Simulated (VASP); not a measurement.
# SiNi (P2_13) in VASP: further runs, part 3 of 3

VASP 6.6.1.

**4. Phonons, PBE, collinear spin, ferromagnetic start**

The input, POSCAR:

```
SiNi
1.0
    4.5036940000      0.0000000000      0.0000000000
    0.0000000000      4.5036940000      0.0000000000
    0.0000000000      0.0000000000      4.5036940000
Ni Si
4 4
Direct
    0.1495040000      0.1495040000      0.1495040000
    0.6495040000      0.3504960000      0.8504960000
    0.8504960000      0.6495040000      0.3504960000
    0.3504960000      0.8504960000      0.6495040000
    0.8468300000      0.8468300000      0.8468300000
    0.3468300000      0.6531700000      0.1531700000
    0.1531700000      0.3468300000      0.6531700000
    0.6531700000      0.1531700000      0.3468300000
```

The input, INCAR.step1:

```
PREC = Accurate ; ENCUT = 600
EDIFF = 1E-8 ; ISMEAR = 0
SIGMA = 0.02 ; LREAL = F
LASPH = T ; NELM = 150
ALGO = Fast ; ISIF = 3
LWAVE = F ; LCHARG = F
ISPIN = 2 ; MAGMOM = 1 1 1 1 0 0 0 0
LORBIT = 11 ; LMAXMIX = 4
GGA = PE ; IBRION = 2
NSW = 40 ; EDIFFG = -0.002
```

The input, INCAR.step2:

```
PREC = Accurate ; ENCUT = 600
EDIFF = 1E-8 ; ISMEAR = 0
SIGMA = 0.02 ; LREAL = F
LASPH = T ; NELM = 150
ALGO = Fast ; ISIF = 2
LWAVE = F ; LCHARG = F
ISPIN = 2 ; MAGMOM = 1 1 1 1 0 0 0 0
LORBIT = 11 ; LMAXMIX = 4
GGA = PE ; IBRION = 6
NFREE = 2 ; POTIM = 0.015
NSW = 1
```

The input, KPOINTS:

```
regular mesh
0
Gamma
  4 4 4
```

Potentials or basis: VASP PAW PBE potentials, release 64 (Ni, Si).

Launch:

```
$ cat potpaw_PBE.64/Ni/POTCAR potpaw_PBE.64/Si/POTCAR > POTCAR
$ cp INCAR.step1 INCAR
$ mpirun -np 1 vasp_std > vasp.out
$ cp CONTCAR POSCAR
$ cp INCAR.step2 INCAR
$ mpirun -np 1 vasp_std > vasp.out
```

OUTCAR:

```text
PREC = Accurate
   ENCUT = 600
   EDIFF = 1E-8
   ISMEAR = 0
   LREAL = F
   LASPH = T
   NELM = 150
   ISIF = 2
   ISPIN = 2
   LORBIT = 11
   GGA = PE
   IBRION = 6
   NFREE = 2
   POTIM = 0.015
   NSW = 1

 ion  position               nearest neighbor table
   1  0.149  0.149  0.149-   5 2.37   6 2.41   7 2.41   8 2.41   6 2.45   7 2.45   8 2.45   3 2.78
                             4 2.78   2 2.78   4 2.78   3 2.78   2 2.78
   2  0.649  0.351  0.851-   6 2.37   5 2.41   7 2.41   8 2.41   7 2.45   8 2.45   5 2.45   1 2.78
                             3 2.78   3 2.78   4 2.78   4 2.78   1 2.78
   3  0.851  0.649  0.351-   7 2.37   6 2.41   5 2.41   8 2.41   8 2.45   5 2.45   6 2.45   1 2.78
                             2 2.78   2 2.78   1 2.78   4 2.78   4 2.78
   4  0.351  0.851  0.649-   8 2.37   6 2.41   7 2.41   5 2.41   6 2.45   7 2.45   5 2.45   1 2.78
                             1 2.78   2 2.78   2 2.78   3 2.78   3 2.78
   5  0.846  0.846  0.846-   1 2.37   2 2.41   3 2.41   4 2.41   2 2.45   3 2.45   4 2.45   6 2.79
                             7 2.79   8 2.79   8 2.79   7 2.79   6 2.79
   6  0.346  0.654  0.154-   2 2.37   1 2.41   3 2.41   4 2.41   3 2.45   4 2.45   1 2.45   8 2.79
                             5 2.79   7 2.79   7 2.79   8 2.79   5 2.79
   7  0.154  0.346  0.654-   3 2.37   2 2.41   1 2.41   4 2.41   4 2.45   1 2.45   2 2.45   8 2.79
                             5 2.79   6 2.79   5 2.79   6 2.79   8 2.79
   8  0.654  0.154  0.346-   4 2.37   2 2.41   3 2.41   1 2.41   2 2.45   3 2.45   1 2.45   7 2.79
                             5 2.79   5 2.79   6 2.79   6 2.79   7 2.79

  LATTYP: Found a simple cubic cell.
 ALAT       =     4.5202831386

  Lattice vectors:

 A1 = (   4.5202831386,   0.0000000000,   0.0000000000)
 A2 = (   0.0000000000,   4.5202831386,   0.0000000000)
 A3 = (   0.0000000000,   0.0000000000,   4.5202831386)

Analysis of symmetry for initial positions (statically):
=====================================================================
 Subroutine PRICEL returns:
 Original cell was already a primitive cell.

 Routine SETGRP: Setting up the symmetry group for a
 simple cubic supercell.

 Subroutine GETGRP returns: Found 12 space group operations
 (whereof  3 operations were pure point group operations)
 out of a pool of 48 trial point group operations.

The static configuration has the point symmetry C_3 .
 The point group associated with its full space group is T   .

Analysis of symmetry for dynamics (positions and initial velocities):
=====================================================================
 Subroutine PRICEL returns:
 Original cell was already a primitive cell.

 Routine SETGRP: Setting up the symmetry group for a
 simple cubic supercell.

 Subroutine GETGRP returns: Found 12 space group operations
 (whereof  3 operations were pure point group operations)
 out of a pool of 48 trial point group operations.

The dynamic configuration has the point symmetry C_3 .
 The point group associated with its full space group is T   .

Analysis of structural, dynamic, and magnetic symmetry:
=====================================================================
 Subroutine PRICEL returns:
 Original cell was already a primitive cell.

[... 340 lines left out ...]
 fundamental gap:      0.0314120980
 Fermi energy:        11.7829294858

 spin component 1

 k-point     1 :       0.0000    0.0000    0.0000
  band No.  band energies     occupation
      1      -2.3297      1.00000
      2       3.0135      1.00000
      3       3.0301      1.00000
      4       3.0442      1.00000
      5       5.5492      1.00000
      6       5.5582      1.00000
[... 901 lines left out ...]
     34      13.7425      0.00000
     35      15.8363      0.00000

 [... further k-points ...]

 spin component 2

 k-point     1 :       0.0000    0.0000    0.0000
  band No.  band energies     occupation
      1      -2.3297      1.00000
      2       3.0135      1.00000
      3       3.0301      1.00000
      4       3.0442      1.00000
      5       5.5492      1.00000
      6       5.5582      1.00000
[... 901 lines left out ...]
     34      13.7425      0.00000
     35      15.8378      0.00000

 [... further k-points ...]

------------------------ aborting loop because EDIFF is reached ----------------------------------------

  FORCE on cell =-STRESS in cart. coord.  units (eV):
  Direction    XX          YY          ZZ          XY          YZ          ZX
  --------------------------------------------------------------------------------------
  -------------------------------------------------------------------------------------
  Total        0.0242653      0.0395933     -0.0292056     -0.0137425     -0.0176892     -0.0011408
  in kB        0.4209193      0.6868080     -0.5066171     -0.2383853     -0.3068477     -0.0197895
  external PRESSURE =       0.2003700 kB  Pullay stress =       0.0000000 kB
[... 23 lines left out ...]
  FREE ENERGIE OF THE ION-ELECTRON SYSTEM (eV)
  ---------------------------------------------------
  free  energy   TOTEN  =       -46.7747576737 eV

  energy  without entropy=      -46.7725293994  energy(sigma->0) =      -46.77364354

 INTERNAL STRAIN TENSORS FROM DISPLACED ATOMS
 ============================================

 INTERNAL STRAIN TENSOR FOR ION    1 for displacements in x,y,z  (eV/Angst):
          X           Y           Z          XY          YZ          ZX
  --------------------------------------------------------------------------------
  x     1.25593     1.44288    -3.75805    -0.43210    -1.20271     1.73396
  y    -3.75805     1.25593     1.44288     1.73396    -0.43210    -1.20271
  z     1.44288    -3.75805     1.25593    -1.20271     1.73396    -0.43210

 INTERNAL STRAIN TENSOR FOR ION    8 for displacements in x,y,z  (eV/Angst):
          X           Y           Z          XY          YZ          ZX
  --------------------------------------------------------------------------------
  x     1.09882     2.24311    -2.30135    -0.92816     1.20562     0.12855
  y    -2.30135     1.09882     2.24311    -0.12855     0.92816     1.20562
  z    -2.24311     2.30135    -1.09882     1.20562    -0.12855    -0.92816

 Eigenvectors and eigenvalues of the dynamical matrix
 ----------------------------------------------------

   1 f  =   10.838977 THz    68.103300 2PiTHz  361.549350 cm-1    44.826386 meV
             X         Y         Z           dx          dy          dz
      0.673294  0.673294  0.673294    -0.167979   -0.006898   -0.043641
      2.933435  1.586848  3.846989    -0.025298   -0.012123    0.157716
      3.846989  2.933435  1.586848    -0.028284   -0.127191   -0.047266
      1.586848  3.846989  2.933435    -0.164993   -0.121966    0.154091
      3.825755  3.825755  3.825755     0.244557    0.090807    0.301628
      1.565613  2.954670  0.694528     0.034776   -0.212660   -0.250720
      0.694528  1.565613  2.954670    -0.138643    0.102984    0.091093
      2.954670  0.694528  1.565613     0.417976    0.406451   -0.461255
[... 243 lines left out ...]
  24 f/i=    0.001511 THz     0.009496 2PiTHz    0.050413 cm-1     0.006250 meV
             X         Y         Z           dx          dy          dz
      0.673294  0.673294  0.673294    -0.368924    0.181148    0.009734
      2.933435  1.586848  3.846989    -0.368943    0.181299    0.009766
      3.846989  2.933435  1.586848    -0.368939    0.181298    0.009660
      1.586848  3.846989  2.933435    -0.368928    0.181147    0.009692
      3.825755  3.825755  3.825755    -0.255298    0.125450    0.006687
      1.565613  2.954670  0.694528    -0.255309    0.125365    0.006714
      0.694528  1.565613  2.954670    -0.255312    0.125364    0.006729
      2.954670  0.694528  1.565613    -0.255296    0.125450    0.006756

 ELASTIC MODULI CONTR FROM IONIC RELAXATION (kBar)
 Direction    XX          YY          ZZ          XY          YZ          ZX
 --------------------------------------------------------------------------------
 XX      -10878.2338   5425.5668   5425.5668      0.0000      0.0000      0.0000
 YY        5425.5668 -10878.2338   5425.5668     -0.0000     -0.0000      0.0000
 ZZ        5425.5668   5425.5668 -10878.2338     -0.0000     -0.0000     -0.0000
 XY           0.0000     -0.0000     -0.0000    -64.4602      0.0000     -0.0000
 YZ           0.0000     -0.0000     -0.0000     -0.0000    -64.4602      0.0000
 ZX           0.0000      0.0000     -0.0000      0.0000      0.0000    -64.4602
 --------------------------------------------------------------------------------

 total charge

# of ion       s       p       d       tot
------------------------------------------
    1        0.448   0.590   8.484   9.522
    2        0.448   0.590   8.484   9.522
    3        0.448   0.590   8.484   9.522
    4        0.448   0.590   8.484   9.522
    5        0.742   0.837   0.000   1.579
    6        0.742   0.837   0.000   1.579
    7        0.742   0.837   0.000   1.579
    8        0.742   0.837   0.000   1.579
--------------------------------------------------
tot          4.761   5.706  33.937  44.405

 magnetization (x)

# of ion       s       p       d       tot
------------------------------------------
    1       -0.000   0.000   0.000   0.000
    2       -0.000   0.000   0.000   0.000
    3       -0.000   0.000   0.000   0.000
    4       -0.000   0.000   0.000   0.000
    5        0.000   0.000   0.000   0.000
    6        0.000   0.000   0.000   0.000
    7        0.000   0.000   0.000   0.000
    8        0.000   0.000   0.000   0.000
--------------------------------------------------
tot          0.000   0.000   0.000   0.000
```

Wall time 28 min (1 thread of Intel Xeon Platinum 8375C at 2.90GHz (Ice Lake), shared host); peak memory 0.51 GiB.

Results:

| Property | Result |
| --- | --- |
| Relaxed volume | 11.55 Å³/atom |
| Relaxed cell | a = 4.520 Å, b = 4.520 Å, c = 4.520 Å, α = 90.00°, β = 90.00°, γ = 90.00° |
| Space group after relaxing (to 0.05 Å) | P2_13 (No. 198) |
| Net moment | 0.00 μB per cell |
| Valence electrons inside the program's atomic spheres | Ni 9.52; Si 1.58 |
| Highest phonon frequency at Γ, LO-TO splitting left out | 362 cm⁻¹ |

The path:
```tsv
step	energy change (eV)	largest force (eV/Å)	pressure (GPa)	volume (Å³)
1	0.0000	0.0282	1.97	91.35
2	-0.0017	0.0257	-1.63	93.22
3	-0.0062	0.0267	0.00	92.35
4	-0.0062	0.0266	-0.04	92.37
5	-0.0063	0.0155	-0.04	92.37
6	-0.0064	0.0102	-0.03	92.38
7	-0.0064	0.0093	-0.03	92.38
8	-0.0065	0.0059	0.03	92.35
9	-0.0065	0.0045	0.06	92.33
10	-0.0065	0.0019	0.01	92.36
```

Final structure:
```
Ni Si
1.0
     4.52028    0.00000    0.00000
     0.00000    4.52028    0.00000
     0.00000    0.00000    4.52028
Ni Si
4 4
Direct
  0.14895 0.14895 0.14895
  0.64895 0.35105 0.85105
  0.85105 0.64895 0.35105
  0.35105 0.85105 0.64895
  0.84635 0.84635 0.84635
  0.34635 0.65365 0.15365
  0.15365 0.34635 0.65365
  0.65365 0.15365 0.34635
```

Phonon frequencies in cm⁻¹ (negative: imaginary):
```tsv
q point	frequencies
(0.000, 0.000, 0.000)	0 0 0 31 31 144 144 144 144 172 172 172 262 262 262 265 265 297 297 297 309 362 362 362
```

**5. The runs side by side**

```csv
task,cell,k mesh,cutoff (eV),gap on the mesh (eV),pressure (GPa),moment (μB),largest force (eV/Å)
electric field gradients,as given,5 × 5 × 5,520,none,1.9,0.00,0.02
core levels,as given,5 × 5 × 5,520,none,1.9,0.00,0.02
phonons,relaxed,4 × 4 × 4,600,-,-,0.00,-
```

Alike in all rows: level PBE; potentials or basis VASP PAW PBE potentials, release 64 (Ni, Si); spin collinear, ferromagnetic start; smearing gaussian 0.02 eV.

Total energies depend on the potentials used, so only differences within one code and one set of settings carry meaning.
